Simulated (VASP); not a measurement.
The system is Al2O3 (Corundum).

```
Al O
1.0
     2.38025    1.37424    4.33187
    -2.38025    1.37424    4.33187
     0.00000   -2.74848    4.33187
Al O
4 6
Direct
  0.85216 0.85216 0.85216
  0.64784 0.64784 0.64784
  0.14784 0.14784 0.14784
  0.35216 0.35216 0.35216
  0.05668 0.75000 0.44332
  0.75000 0.44332 0.05668
  0.44332 0.05668 0.75000
  0.94332 0.25000 0.55668
  0.25000 0.55668 0.94332
  0.55668 0.94332 0.25000
```

Program: VASP 6.6.1. Alike in all runs: potentials or basis VASP PAW PBE potentials, release 64 (Al, O); no spin polarisation; cell as given; cutoff (eV) 520.

Problem. Order these runs on this cell by their pressure, lowest first.
A. level AM05; k mesh 7 × 7 × 7; smearing fermi-dirac 0.05 eV
B. level PBE; k mesh 5 × 5 × 5; smearing gaussian 0.02 eV
C. level revPBE; k mesh 7 × 7 × 7; smearing fermi-dirac 0.05 eV

Solution. A (2.0 GPa), B (7.2 GPa), C (10.8 GPa).

Caveats: the PAW data sets were made with another functional, which shifts forces and pressure a little (some runs).

Not every run made on this cell is shown here.
